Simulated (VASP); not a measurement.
Set up this calculation in VASP 6.6.1, as the native input.

| Quantity | Value |
| --- | --- |
| Task | relaxation of cell and atoms |
| Functional | LDA |
| Potentials or basis | VASP PAW LDA potentials, release 64 (Ni) |
| Cutoff | 600 eV |
| k mesh | 20 × 20 × 20 |
| Occupations | methfessel-paxton, width 0.1 eV |
| Spin | collinear spin, ferromagnetic start |
| Starting moments | [0.7] μB |
| Further INCAR settings | ALGO = Normal; EDIFF = 1e-07; IBRION = 2; EDIFFG = -0.005; NSW = 40; ISIF = 3 |

The structure of Ni lies in POSCAR:

```
Ni
1.0
    0.0000000000      1.7350000000      1.7350000000
    1.7350000000      0.0000000000      1.7350000000
    1.7350000000      1.7350000000      0.0000000000
Ni
1
Direct
    0.0000000000      0.0000000000      0.0000000000
```

The cell was built by a generator and needn't be a form met in nature.

The input as run:

INCAR

```
SYSTEM = Ni
PREC = Accurate
ENCUT = 600
EDIFF = 1E-7
ISMEAR = 1
SIGMA = 0.1
LREAL = .False.
LASPH = .True.
NELM = 120
ALGO = Normal
ISIF = 3
LWAVE = .False.
LCHARG = .False.
ISPIN = 2
MAGMOM = 0.7
LORBIT = 11
LMAXMIX = 4
GGA = CA
IBRION = 2
NSW = 40
EDIFFG = -0.005
```

KPOINTS

```
Automatic mesh
0
Gamma
  20 20 20
  0 0 0
```

Potentials or basis: VASP PAW LDA potentials, release 64 (Ni).

The run is started by

```sh
$ cat potpaw_LDA.64/Ni/POTCAR > POTCAR
$ mpirun -np 1 vasp_std > vasp.out
```

It gave:

The relaxed volume is 10.02 Å³/atom. The relaxed cell is a = 2.420 Å, b = 2.420 Å, c = 2.420 Å, α = 60.00°, β = 60.00°, γ = 60.00° and the space group after relaxing (to 0.05 Å) is Fm-3m (No. 225). The energy gained by relaxing is 12.9 meV/atom and the ionic steps are 6. The pressure after relaxing is 0.0 GPa. The band gap on the k mesh is none (metal or under the smearing width), the net moment is 0.61 μB per cell and the site moments are Ni +0.61 μB. The valence electrons inside the program's atomic spheres are Ni 9.48.

Wall time 4.5 min on 1 thread of Intel(R) Xeon(R) Platinum 8375C CPU @ 2.90GHz (Ice Lake), on a shared host, peak memory 0.17 GiB.
